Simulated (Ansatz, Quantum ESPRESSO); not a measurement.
# One calculation of Na, 8 ways

```
Na
1.0
    -2.14100    2.14100    2.14100
     2.14100   -2.14100    2.14100
     2.14100    2.14100   -2.14100
Na
1
Direct
  0.00000 0.00000 0.00000
```

Alike in all runs: task band structure; functional PBE; k mesh 9 × 9 × 9; occupations fermi-dirac, width 0.05 eV; no spin polarisation; no spin-orbit coupling. Pressure is positive in compression and, in plane waves, holds the error of the finite cutoff, which Ansatz's Pulay term estimates and takes out.

```
                                program and potentials  plane-wave cutoff (eV)                             notes  pressure (GPa)
                                    Ansatz, Ansatz PAW                     420                                 -           -0.43
                                     Ansatz, Ansatz NC                    1197                                 -           -0.42
        Ansatz, all-electron LAPW, scalar-relativistic                       -                                 -           -0.42
                                       Ansatz, JTH PAW                    1440                                 -           -0.41
Ansatz, Ansatz PAW (files of its older set among them)                     700                                 -           -0.42
    Quantum ESPRESSO, PseudoDojo 0.4.1 SR PBE standard                    1197                                 -           -0.42
              Ansatz, PseudoDojo stringent (PBE files)                    1197                                 -           -0.42
                                       Ansatz, SPMS NC                     653  Pulay term of +0.04 GPa included           -0.35
```

The pressure spans -0.43 (Ansatz, Ansatz PAW) to -0.35 GPa (Ansatz, SPMS NC), with all-electron results at -0.42.

Differences between rows come from potentials, basis sets and numerical settings, since the functional is the same but for its coding. Runs on potential files found faulty are left out.
